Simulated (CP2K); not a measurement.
# Ti (Im-3m) in CP2K: notebook, part 2 of 2

CP2K 2026.2. Earlier steps stand in the parts before.

## 3. Band structure, LDA

Contents of ti_bands.inp:

```
&GLOBAL
  PROJECT ti_bands
  RUN_TYPE ENERGY_FORCE
  PRINT_LEVEL LOW
&END GLOBAL
&FORCE_EVAL
  METHOD QS
  STRESS_TENSOR ANALYTICAL
  &DFT
    BASIS_SET_FILE_NAME BASIS_MOLOPT_UZH
    POTENTIAL_FILE_NAME GTH_POTENTIALS
    &MGRID
      CUTOFF 450
      REL_CUTOFF 60
      NGRIDS 5
    &END MGRID
    &QS
      METHOD GPW
      EPS_DEFAULT 1.0E-9
    &END QS
    &KPOINTS
      SCHEME MONKHORST-PACK 11 11 11
      GAMMA_CENTERED T
      SYMMETRY T
      SYMMETRY_BACKEND SPGLIB
    &END KPOINTS
    &SCF
      SCF_GUESS ATOMIC
      EPS_SCF 1.0E-6
      MAX_SCF 100
      ADDED_MOS 11
      CHOLESKY OFF
      EPS_EIGVAL 1.0E-7
      &DIAGONALIZATION ON
        ALGORITHM STANDARD
      &END DIAGONALIZATION
      &MIXING ON
        METHOD BROYDEN_MIXING
        ALPHA 0.4
        BETA 1.5
        NBUFFER 8
      &END MIXING
      &SMEAR ON
        METHOD FERMI_DIRAC
        ELECTRONIC_TEMPERATURE [K] 1160.452
      &END SMEAR
    &END SCF
    &XC
      &XC_FUNCTIONAL
        &LDA_X
        &END LDA_X
        &LDA_C_PW
        &END LDA_C_PW
      &END XC_FUNCTIONAL
    &END XC
    &PRINT
      &KPOINTS ON
      &END KPOINTS
      &MULLIKEN ON
      &END MULLIKEN
      &MO ON
        ENERGIES T
        OCCUPATION_NUMBERS T
        &EACH
          QS_SCF 0
        &END EACH
        ADD_LAST NUMERIC
      &END MO
      &BAND_STRUCTURE
        FILE_NAME bands.bs
        ADDED_MOS 4
        &KPOINT_SET
          UNITS B_VECTOR
          NPOINTS 10
          SPECIAL_POINT GAMMA 0.00000000 0.00000000 0.00000000
          SPECIAL_POINT H 0.50000000 -0.50000000 0.50000000
          SPECIAL_POINT N 0.00000000 0.00000000 0.50000000
          SPECIAL_POINT GAMMA 0.00000000 0.00000000 0.00000000
          SPECIAL_POINT P 0.25000000 0.25000000 0.25000000
          SPECIAL_POINT H 0.50000000 -0.50000000 0.50000000
        &END KPOINT_SET
        &KPOINT_SET
          UNITS B_VECTOR
          NPOINTS 10
          SPECIAL_POINT P 0.25000000 0.25000000 0.25000000
          SPECIAL_POINT N 0.00000000 0.00000000 0.50000000
        &END KPOINT_SET
      &END BAND_STRUCTURE
    &END PRINT
  &END DFT
  &SUBSYS
    &CELL
      A 2.8422953752 0.0000000000 0.0000000000
      B -0.9474317917 2.6797417786 0.0000000000
      C -0.9474317917 -1.3398708893 2.3207244559
      PERIODIC XYZ
    &END CELL
    &COORD
      SCALED
      Ti  0.0000000000 0.0000000000 0.0000000000
    &END COORD
    &KIND Ti
      BASIS_SET TZVP-MOLOPT-PBE-GTH-q12
      POTENTIAL GTH-PADE-q12
    &END KIND
    &PRINT
      &ATOMIC_COORDINATES ON
      &END ATOMIC_COORDINATES
      &CELL ON
      &END CELL
    &END PRINT
  &END SUBSYS
  &PRINT
    &FORCES ON
    &END FORCES
    &STRESS_TENSOR ON
    &END STRESS_TENSOR
  &END PRINT
&END FORCE_EVAL
```

Potentials or basis: GTH_POTENTIALS Ti GTH-PADE-q12; TZVP-MOLOPT-PBE-GTH basis.

Command:

```bash
$ OMP_NUM_THREADS=2 cp2k.psmp -i ti_bands.inp -o ti_bands.out
```

ti_bands.out:

```text

 CP2K| version string:                                       CP2K version 2026.2
 CP2K| Input file name                                              ti_bands.inp

 GLOBAL| Force Environment number                                              1
 GLOBAL| Basis set file name                                    BASIS_MOLOPT_UZH
 GLOBAL| Potential file name                                      GTH_POTENTIALS
 GLOBAL| MM Potential file name                                     MM_POTENTIAL
 GLOBAL| Coordinate file name                                      __STD_INPUT__
 GLOBAL| Method name                                                        CP2K
 GLOBAL| Project name                                                   ti_bands
 GLOBAL| Run type                                                   ENERGY_FORCE
 GLOBAL| FFT library                                                       FFTW3
[... 5 lines left out ...]
 GLOBAL| Global print level                                                  LOW
 GLOBAL| Total number of message passing processes                             1
 GLOBAL| Number of threads for this process                                    2
 GLOBAL| CPU model name                                                  UNKNOWN

 CELL| Volume [angstrom^3]:                                            17.676071
 CELL| Vector a [angstrom]:       2.842     0.000     0.000   |a| =     2.842295
 CELL| Vector b [angstrom]:      -0.947     2.680     0.000   |b| =     2.842295
 CELL| Vector c [angstrom]:      -0.947    -1.340     2.321   |c| =     2.842295
 CELL| Angle (b,c), alpha [degree]:                                   109.471221
 CELL| Angle (a,c), beta  [degree]:                                   109.471221
 CELL| Angle (a,b), gamma [degree]:                                   109.471221
[... 492 lines left out ...]
 # Total charge                             12.000000                 -0.000000

 !-----------------------------------------------------------------------------!

 KPOINTS| Band Structure Calculation
 KPOINTS| Number of k-point sets                                               2
 KPOINTS| Number of added MOs/bands                                            4
 KPOINTS| Number of k-points in set    1                                      51
 KPOINTS| In units of b-vector [2pi/Bohr]
 KPOINTS| Special point     1       GAMMA     0.000000     0.000000     0.000000
 KPOINTS| Special point     2           H     0.500000    -0.500000     0.500000
 KPOINTS| Special point     3           N     0.000000     0.000000     0.500000
 KPOINTS| Special point     4       GAMMA     0.000000     0.000000     0.000000
 KPOINTS| Special point     5           P     0.250000     0.250000     0.250000
 KPOINTS| Special point     6           H     0.500000    -0.500000     0.500000
 KPOINTS| Number of k-points in set    2                                      11
 KPOINTS| In units of b-vector [2pi/Bohr]
 KPOINTS| Special point     1           P     0.250000     0.250000     0.250000
 KPOINTS| Special point     2           N     0.000000     0.000000     0.500000

 ENERGY| Total FORCE_EVAL ( QS ) energy [hartree]            -58.163996525138103

 FORCES| Atomic forces [hartree/bohr]
 FORCES|   Atom     x               y               z               |f|
 FORCES|      1 -3.71384060E-15  1.35543422E-14 -8.74077676E-16   1.40810801E-14
 FORCES| Sum    -3.71384060E-15  1.35543422E-14 -8.74077676E-16
 FORCES| Total atomic force                                       1.40810801E-14

 STRESS| Analytical stress tensor [bar]
 STRESS|                        x                   y                   z
 STRESS|      x       -1.02315675862E+05  -3.38743433932E-03   1.18232365634E-02
 STRESS|      y       -3.38743433932E-03  -1.02315667963E+05   1.86805636491E-02
 STRESS|      z        1.18232365634E-02   1.86805636491E-02  -1.02315608136E+05
 STRESS| 1/3 Trace                                            -1.02315650654E+05
 STRESS| Determinant                                          -1.07109060806E+15

 STRESS| Eigenvectors and eigenvalues of the analytical stress tensor [bar]
 STRESS|                        1                   2                   3
 STRESS| Eigenvalues  -1.02315682078E+05  -1.02315668573E+05  -1.02315601310E+05
 STRESS|      x           0.798025541688     -0.586217966805      0.139655756090
 STRESS|      y           0.541517536124      0.799266447289      0.260637495975
 STRESS|      z          -0.264412542977     -0.132369337966      0.955282348567
```

Wall time 59 s (2 threads of Arm Neoverse V1, shared host); peak memory 0.27 GiB.

Results:

| Property | Result |
| --- | --- |
| Free energy | -1582.7228 eV |
| Pressure | -10.2 GPa |
| Band gap on the k mesh | none (metal or under the smearing width) |

Levels at the corners of the path, in eV from the Fermi level:
| point | band 3 | band 4 | band 5 | band 6 | band 7 | band 8 | band 9 | band 10 |
| --- | --- | --- | --- | --- | --- | --- | --- | --- |
| Γ | -31.89 | -31.89 | -5.87 | 0.95 | 0.95 | 0.95 | 2.70 | 2.70 |
| H | -32.35 | -32.35 | -2.05 | -2.05 | 3.86 | 3.86 | 3.86 | 8.35 |
| N | -32.10 | -31.89 | -2.42 | -0.40 | 1.18 | 2.68 | 3.03 | 4.21 |
| Γ | -31.89 | -31.89 | -5.87 | 0.95 | 0.95 | 0.95 | 2.70 | 2.70 |
| P | -32.22 | -32.22 | -0.59 | -0.59 | -0.59 | 3.08 | 3.08 | 9.09 |
| H | -32.35 | -32.35 | -2.05 | -2.05 | 3.86 | 3.86 | 3.86 | 8.35 |
| P | -32.22 | -32.22 | -0.59 | -0.59 | -0.59 | 3.08 | 3.08 | 9.09 |
| N | -32.10 | -31.89 | -2.42 | -0.40 | 1.18 | 2.68 | 3.03 | 4.21 |

Caveat: the basis of atomic orbitals isn't converged, which shifts pressures, moduli and gaps.

## 4. Band structure, PBEsol

Edit ti_bands.inp of step 3 so:

```diff
@@ -10,3 +10,3 @@
     BASIS_SET_FILE_NAME BASIS_MOLOPT_UZH
-    POTENTIAL_FILE_NAME GTH_POTENTIALS
+    POTENTIAL_FILE_NAME POTENTIAL_UZH
     &MGRID
@@ -14,3 +14,3 @@
       REL_CUTOFF 60
-      NGRIDS 5
+      NGRIDS 4
     &END MGRID
@@ -44,3 +44,3 @@
         METHOD FERMI_DIRAC
-        ELECTRONIC_TEMPERATURE [K] 1160.452
+        ELECTRONIC_TEMPERATURE 580.23
       &END SMEAR
@@ -49,6 +49,6 @@
       &XC_FUNCTIONAL
-        &LDA_X
-        &END LDA_X
-        &LDA_C_PW
-        &END LDA_C_PW
+        &GGA_X_PBE_SOL
+        &END GGA_X_PBE_SOL
+        &GGA_C_PBE_SOL
+        &END GGA_C_PBE_SOL
       &END XC_FUNCTIONAL
@@ -73,3 +73,3 @@
           UNITS B_VECTOR
-          NPOINTS 10
+          NPOINTS 8
           SPECIAL_POINT GAMMA 0.00000000 0.00000000 0.00000000
@@ -83,3 +83,3 @@
           UNITS B_VECTOR
-          NPOINTS 10
+          NPOINTS 8
           SPECIAL_POINT P 0.25000000 0.25000000 0.25000000
@@ -92,5 +92,4 @@
     &CELL
-      A 2.8422953752 0.0000000000 0.0000000000
-      B -0.9474317917 2.6797417786 0.0000000000
-      C -0.9474317917 -1.3398708893 2.3207244559
+      ABC 2.8422953752 2.8422953752 2.8422953752
+      ALPHA_BETA_GAMMA 109.4712206349 109.4712206335 109.4712206338
       PERIODIC XYZ
@@ -103,3 +102,3 @@
       BASIS_SET TZVP-MOLOPT-PBE-GTH-q12
-      POTENTIAL GTH-PADE-q12
+      POTENTIAL GTH-PBE-q12
     &END KIND
```

Potentials or basis: POTENTIAL_UZH Ti GTH-PBE-q12; TZVP-MOLOPT-PBE-GTH basis.

Command:

```bash
$ OMP_NUM_THREADS=2 cp2k.psmp -i ti_bands.inp -o ti_bands.out
```

ti_bands.out:

```text

 CP2K| version string:                                       CP2K version 2026.2
 CP2K| Input file name                                              ti_bands.inp

 GLOBAL| Force Environment number                                              1
 GLOBAL| Basis set file name                                    BASIS_MOLOPT_UZH
 GLOBAL| Potential file name                                       POTENTIAL_UZH
 GLOBAL| MM Potential file name                                     MM_POTENTIAL
 GLOBAL| Coordinate file name                                      __STD_INPUT__
 GLOBAL| Method name                                                        CP2K
 GLOBAL| Project name                                                   ti_bands
 GLOBAL| Run type                                                   ENERGY_FORCE
 GLOBAL| FFT library                                                       FFTW3
[... 5 lines left out ...]
 GLOBAL| Global print level                                                  LOW
 GLOBAL| Total number of message passing processes                             1
 GLOBAL| Number of threads for this process                                    2
 GLOBAL| CPU model name                                                  UNKNOWN
[... 516 lines left out ...]
 KPOINTS| Special point     6           H     0.500000    -0.500000     0.500000
 KPOINTS| Number of k-points in set    2                                       9
 KPOINTS| In units of b-vector [2pi/Bohr]
 KPOINTS| Special point     1           P     0.250000     0.250000     0.250000
 KPOINTS| Special point     2           N     0.000000     0.000000     0.500000

 ENERGY| Total FORCE_EVAL ( QS ) energy [hartree]            -57.963195427880251

 FORCES| Atomic forces [hartree/bohr]
 FORCES|   Atom     x               y               z               |f|
 FORCES|      1  1.92596579E-14 -1.17766654E-14 -8.11125303E-15   2.39878448E-14
 FORCES| Sum     1.92596579E-14 -1.17766654E-14 -8.11125303E-15
 FORCES| Total atomic force                                       2.39878448E-14

 STRESS| Analytical stress tensor [bar]
 STRESS|                        x                   y                   z
 STRESS|      x       -6.60742216438E+04   1.80085225093E+00   2.82464178673E+00
 STRESS|      y        1.80085225093E+00  -6.60730428690E+04   4.06406893231E+00
 STRESS|      z        2.82464178673E+00   4.06406893231E+00  -6.60685418834E+04
 STRESS| 1/3 Trace                                            -6.60719354654E+04
 STRESS| Determinant                                          -2.88437075200E+14

 STRESS| Eigenvectors and eigenvalues of the analytical stress tensor [bar]
 STRESS|                        1                   2                   3
 STRESS| Eigenvalues  -6.60755440707E+04  -6.60753231256E+04  -6.60649391999E+04
 STRESS|      x           0.652382156986      0.677691709778      0.339310282405
 STRESS|      y          -0.739481138490      0.471102440041      0.480863948331
 STRESS|      z           0.166027609343     -0.564620613763      0.808479063087
```

bands.bs:

```text
# Set 1: 6 special points, 41 k-points, 21 bands
#  Special point 1          0.00000000     0.00000000     0.00000000  GAMMA
#  Special point 2          0.50000000    -0.50000000     0.50000000  H
#  Special point 3          0.00000000     0.00000000     0.50000000  N
#  Special point 4          0.00000000     0.00000000     0.00000000  GAMMA
#  Special point 5          0.25000000     0.25000000     0.25000000  P
#  Special point 6          0.50000000    -0.50000000     0.50000000  H
#  Point 1      Spin 1:     0.00000000     0.00000000     0.00000000       0.02439024
#   Band    Energy [eV]     Occupation
       1   -45.99798487     2.00000000
       2   -21.90922635     2.00000000
       3   -21.90922225     2.00000000
       4   -21.90922209     2.00000000
       5     4.40077221     2.00000000
       6    11.31004186     2.00000000
[... 933 lines left out ...]
      20    51.12308695     0.00000000
      21    51.12308716     0.00000000
# Set 2: 2 special points, 9 k-points, 21 bands
#  Special point 1          0.25000000     0.25000000     0.25000000  P
#  Special point 2          0.00000000     0.00000000     0.50000000  N
#  Point 1      Spin 1:     0.25000000     0.25000000     0.25000000       0.11111111
#   Band    Energy [eV]     Occupation
       1   -45.86074236     2.00000000
       2   -22.23390102     2.00000000
       3   -22.23389712     2.00000000
       4   -22.23389682     2.00000000
       5     9.73513135     2.00000000
       6     9.73513195     2.00000000
[... 197 lines left out ...]
      20    49.94571681     0.00000000
      21    50.64158111     0.00000000
```

Wall time 58 s (2 threads of Arm Neoverse V1, shared host); peak memory 0.27 GiB.

What came out:

* Free energy: -1577.2588 eV
* Pressure: -6.6 GPa
* Band gap on the k mesh: none (metal or under the smearing width)

Levels at the corners of the path, in eV from the Fermi level:
| point | band 3 | band 4 | band 5 | band 6 | band 7 | band 8 | band 9 | band 10 |
| --- | --- | --- | --- | --- | --- | --- | --- | --- |
| Γ | -32.24 | -32.24 | -5.93 | 0.98 | 0.98 | 0.98 | 2.73 | 2.73 |
| H | -32.69 | -32.69 | -2.06 | -2.06 | 3.90 | 3.90 | 3.90 | 8.40 |
| N | -32.44 | -32.24 | -2.44 | -0.39 | 1.14 | 2.72 | 3.07 | 4.25 |
| Γ | -32.24 | -32.24 | -5.93 | 0.98 | 0.98 | 0.98 | 2.73 | 2.73 |
| P | -32.56 | -32.56 | -0.59 | -0.59 | -0.59 | 3.12 | 3.12 | 9.10 |
| H | -32.69 | -32.69 | -2.06 | -2.06 | 3.90 | 3.90 | 3.90 | 8.40 |
| P | -32.56 | -32.56 | -0.59 | -0.59 | -0.59 | 3.12 | 3.12 | 9.10 |
| N | -32.44 | -32.24 | -2.44 | -0.39 | 1.14 | 2.72 | 3.07 | 4.25 |

Caveat: the potentials were made for another functional, which shifts forces and pressure; the basis of atomic orbitals isn't converged, which shifts pressures, moduli and gaps.

## 5. Band structure, r2SCAN

Edit ti_bands.inp of step 4 so:

```diff
@@ -12,5 +12,5 @@
     &MGRID
-      CUTOFF 450
+      CUTOFF 675
       REL_CUTOFF 60
-      NGRIDS 4
+      NGRIDS 5
     &END MGRID
@@ -18,3 +18,3 @@
       METHOD GPW
-      EPS_DEFAULT 1.0E-9
+      EPS_DEFAULT 1.0E-10
     &END QS
@@ -44,3 +44,3 @@
         METHOD FERMI_DIRAC
-        ELECTRONIC_TEMPERATURE 580.23
+        ELECTRONIC_TEMPERATURE [K] 580.226
       &END SMEAR
@@ -49,6 +49,6 @@
       &XC_FUNCTIONAL
-        &GGA_X_PBE_SOL
-        &END GGA_X_PBE_SOL
-        &GGA_C_PBE_SOL
-        &END GGA_C_PBE_SOL
+        &MGGA_X_R2SCAN
+        &END MGGA_X_R2SCAN
+        &MGGA_C_R2SCAN
+        &END MGGA_C_R2SCAN
       &END XC_FUNCTIONAL
@@ -92,4 +92,5 @@
     &CELL
-      ABC 2.8422953752 2.8422953752 2.8422953752
-      ALPHA_BETA_GAMMA 109.4712206349 109.4712206335 109.4712206338
+      A 2.8422953752 0.0000000000 0.0000000000
+      B -0.9474317917 2.6797417786 0.0000000000
+      C -0.9474317917 -1.3398708893 2.3207244559
       PERIODIC XYZ
@@ -101,4 +102,4 @@
     &KIND Ti
-      BASIS_SET TZVP-MOLOPT-PBE-GTH-q12
-      POTENTIAL GTH-PBE-q12
+      BASIS_SET TZVP-MOLOPT-SCAN-GTH-q12
+      POTENTIAL GTH-SCAN-q12
     &END KIND
```

Potentials or basis: POTENTIAL_UZH Ti GTH-SCAN-q12; TZVP-MOLOPT-SCAN-GTH basis.

Command:

```bash
$ OMP_NUM_THREADS=2 cp2k.psmp -i ti_bands.inp -o ti_bands.out
```

It took 2.2 min on 2 threads of Arm Neoverse V1, shared host; peak memory 0.31 GiB.

It converged, with:

* Free energy: -1576.2925 eV
* Pressure: -2.5 GPa
* Band gap on the k mesh: none (metal or under the smearing width)

Levels at the corners of the path, in eV from the Fermi level:
```csv
point,band 3,band 4,band 5,band 6,band 7,band 8,band 9,band 10
Γ,-33.78,-33.78,-6.33,1.11,1.11,1.11,2.85,2.85
H,-34.23,-34.23,-2.23,-2.23,4.03,4.03,4.03,8.93
N,-33.99,-33.79,-2.56,-0.33,1.01,2.86,3.20,4.38
Γ,-33.78,-33.78,-6.33,1.11,1.11,1.11,2.85,2.85
P,-34.11,-34.11,-0.65,-0.65,-0.65,3.26,3.26,9.40
H,-34.23,-34.23,-2.23,-2.23,4.03,4.03,4.03,8.93
P,-34.11,-34.11,-0.65,-0.65,-0.65,3.26,3.26,9.40
N,-33.99,-33.79,-2.56,-0.33,1.01,2.86,3.20,4.38
```

Caveat: the basis of atomic orbitals isn't converged, which shifts pressures, moduli and gaps.

## 6. The runs side by side

| level | potentials or basis | smearing | EPS_DEFAULT | NGRIDS | basis sets | potentials | points a segment of the path (NPOINTS) | gap on the mesh (eV) | pressure (GPa) |
| --- | --- | --- | --- | --- | --- | --- | --- | --- | --- |
| PBE | POTENTIAL_UZH Ti GTH-PBE-q12; TZVP-MOLOPT-PBE-GTH basis | fermi-dirac 0.05 eV | 1.0E-9 | 5 | Ti TZVP-MOLOPT-PBE-GTH-q12 | Ti GTH-PBE-q12 of POTENTIAL_UZH | 10 | none | -2.5 |
| LDA | GTH_POTENTIALS Ti GTH-PADE-q12; TZVP-MOLOPT-PBE-GTH basis | fermi-dirac 0.1 eV | 1.0E-9 | 5 | Ti TZVP-MOLOPT-PBE-GTH-q12 | Ti GTH-PADE-q12 of GTH_POTENTIALS | 10 | none | -10.2 |
| PBEsol | POTENTIAL_UZH Ti GTH-PBE-q12; TZVP-MOLOPT-PBE-GTH basis | fermi-dirac 0.05 eV | 1.0E-9 | 4 | Ti TZVP-MOLOPT-PBE-GTH-q12 | Ti GTH-PBE-q12 of POTENTIAL_UZH | 8 | none | -6.6 |
| r2SCAN | POTENTIAL_UZH Ti GTH-SCAN-q12; TZVP-MOLOPT-SCAN-GTH basis | fermi-dirac 0.05 eV | 1.0E-10 | 5 | Ti TZVP-MOLOPT-SCAN-GTH-q12 | Ti GTH-SCAN-q12 of POTENTIAL_UZH | 8 | none | -2.5 |

Alike in all rows: task band structure; no spin polarisation; cell as given; k mesh 11 × 11 × 11.

Caveats: the basis of atomic orbitals isn't converged, which shifts pressures, moduli and gaps; the potentials were made for another functional, which shifts forces and pressure (some runs).

Total energies depend on the potentials used, so only differences within one code and one set of settings carry meaning.
